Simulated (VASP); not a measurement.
# ZrO2 (relaxed from the tetragonal-ZrO2 structure, space group P4_2/nmc): computed properties

Computed with r2SCAN meta-GGA, VASP's PBE PAW potentials (set 64) (plane waves; VASP).

| Property | Value |
|---|---|
| space group | P4_2/nmc (137) |
| cell | a = b = 3.6041 Å, c = 5.2209 Å, α = β = γ = 90.00° |
| volume per atom | 11.30 Å^3/atom |
| band gap (over mesh and band path) | 4.57 eV |
| smallest direct gap (over mesh and band path) | 4.68 eV |
| band-edge character | indirect, M-Γ at 0.60 to Γ |
| density | 6.03 g/cm³ |

```xyz
6
Lattice="3.6041 0.0000 0.0000 0.0000 3.6041 0.0000 0.0000 0.0000 5.2209" Properties=species:S:1:pos:R:3 pbc="T T T"
Zr     0.0000     0.0000     0.0000
Zr     1.8021     1.8021     2.6105
O      0.0000     1.8021     1.0332
O      0.0000     1.8021     3.6437
O      1.8021     0.0000     1.5773
O      1.8021     0.0000     4.1877
```

The path is coarsely sampled, so an indirect gap can come out somewhat too large.

The structure was generated: ZrO2 was put into the tetragonal-ZrO2 type (P4_2/nmc), which need not be its known phase. It was relaxed first. Symmetry was kept, so distortions that lower it aren't found.
